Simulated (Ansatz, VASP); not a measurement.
One calculation of BN, two programs

```xyz
2
Lattice="0.0000 1.8015 1.8015 1.8015 0.0000 1.8015 1.8015 1.8015 0.0000" Properties=species:S:1:pos:R:3 pbc="T T T"
B     0.0000    0.0000    0.0000
N     2.7022    2.7022    2.7022
```

Change from the starting cell: volume scaled by 0.99, crystal datasets.

Alike in both runs: task electric field gradients; functional PBEsol; k mesh 13 × 13 × 13; occupations fermi-dirac, width 0.03 eV; no spin polarisation.

|  | VASP | Ansatz |
| --- | --- | --- |
| version | VASP 6.6.1 | Ansatz 0.2.0 |
| potentials or method | VASP PAW PBE potentials, release 64 (B, N), cutoff 520 eV | all-electron PAW with datasets made for the crystal, scalar-relativistic |

Ansatz gave:

| Quantity | Value |
| --- | --- |
| gap on the k mesh at the Fermi level (eV) | 4.37 |
| pressure (GPa) | 0.9 |
| Vzz of the field gradient on the site that differs most (V/Å²) | 0.0 |

**Question.** Estimate VASP's values.

**Answer.** gap on the k mesh at the Fermi level (eV): 4.36; pressure (GPa): 1.5; Vzz of the field gradient on the site that differs most (V/Å²): 0.0.

Ansatz ran all-electron here, so the differences hold the error of VASP's frozen core and of both bases.

Caveats: the PAW data sets were made with another functional, which shifts forces and pressure a little (VASP); an odd mesh through Γ misses points on the zone boundary, where band edges often lie.
